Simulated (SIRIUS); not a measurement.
## BN in SIRIUS: convergence with wave cutoff

Crystal: BN.

```
N B
1.0
     0.00000    1.81300    1.81300
     1.81300    0.00000    1.81300
     1.81300    1.81300    0.00000
N B
1 1
Direct
  0.19850 0.30404 0.24658
  0.05710 0.01879 0.95122
```

The cell is a database's computed one.

The cell isn't the ideal one: atoms moved at random, drawn with an rms of 0.15 Å.

- Program: SIRIUS 7.10.0
- Task: single point
- Functional: PBE
- Potentials or basis: SPMS 1.0 PBE (norm-conserving)
- Cutoff: 288 eV
- Density cutoff: 1152 eV
- k mesh: 7 × 7 × 7
- Occupations: gaussian, width 0.05 eV
- Spin: no spin polarisation

These are the settings of the first run; the series varies wave cutoff, with any setting tied to it.

Hardware: 1 thread of Arm Neoverse V1 (shared host).

| wave cutoff | energy less the tightest run, at zero smearing (meV/atom) | pressure (GPa) | largest force (eV/Å) | gap on the mesh (eV) | SCF cycles | CPU time (s) | peak memory (GiB) |
| --- | --- | --- | --- | --- | --- | --- | --- |
| 287.9 eV | 5163.81 | -145.30 | 3.667 | 2.266 | 12 | 9.2 | 0.13 |
| 414.6 eV | 2131.92 | -103.88 | 2.630 | 2.952 | 14 | 9.7 | 0.15 |
| 564.3 eV | 587.79 | -44.51 | 3.021 | 2.813 | 15 | 18 | 0.18 |
| 737 eV | 89.63 | -5.56 | 2.836 | 2.948 | 15 | 21 | 0.21 |
| 932.8 eV | 5.78 | 6.95 | 2.852 | 2.956 | 16 | 37 | 0.27 |
| 1151.6 eV | 0.28 | 8.61 | 2.851 | 2.958 | 16 | 32 | 0.31 |
| 1523 eV | 0.08 | 8.61 | 2.851 | 2.958 | 16 | 62 | 0.43 |
| 1946.2 eV | 0.00 | 8.60 | 2.851 | 2.958 | 16 | 88 | 0.54 |

Against the tightest run, the energy stays within 1 meV/atom from 1151.6 eV on; the pressure stays within 0.1 GPa from 1151.6 eV on; the largest force stays within 0.005 eV/Å from 932.8 eV on; the gap on the mesh stays within 0.01 eV from 737 eV on. The tightest run that finished is the yardstick and may itself not be fully converged.

Caveat, for the tightest run too: the k mesh is coarse (spacing up to 0.43 Å⁻¹), so the values aren't converged; an odd mesh through Γ misses points on the zone boundary, where band edges often lie.
